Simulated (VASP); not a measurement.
Input of a VASP 6.6.1 run:

The input INCAR:

```
ALGO = Normal
EDIFF = 1E-6
EDIFFG = -0.005
ENCUT = 600
GGA = PE
IBRION = 2
ISIF = 3
ISMEAR = -1
LASPH = True
LCHARG = False
LREAL = False
LWAVE = False
NELM = 100
NSW = 60
PREC = Accurate
PSTRESS = 50
SIGMA = 0.05
```

File KPOINTS:

```
k-points
0
Gamma
  12 12 13
```

POSCAR

```
Be
1.0
    2.2327400000      0.0000000000      0.0000000000
    0.0000000000      2.2327400000      0.0000000000
    0.0000000000      0.0000000000      2.0656500000
Be
1
Direct
    0.5000000000      0.5000000000      0.0000000000
```

Potentials or basis: VASP PAW PBE potentials, release 64 (Be).

Run with:

```bash
$ cat potpaw_PBE.64/Be/POTCAR > POTCAR
$ mpirun -np 1 vasp_std > vasp.out
```

Task: Predict the band gap on the k mesh.

Result: None (metal or under the smearing width).

Task: Estimate the relaxed volume.

Result: 9.73 Å³/atom.

Final structure:
```
CELL_PARAMETERS angstrom
2.20306 0.00000 0.00000
0.00000 2.20306 0.00000
0.00000 0.00000 2.00464
ATOMIC_POSITIONS crystal
Be 0.50000 0.50000 0.00000
```

Caveat: the cell is relaxed towards a set pressure, so the enthalpy falls and the energy may rise.
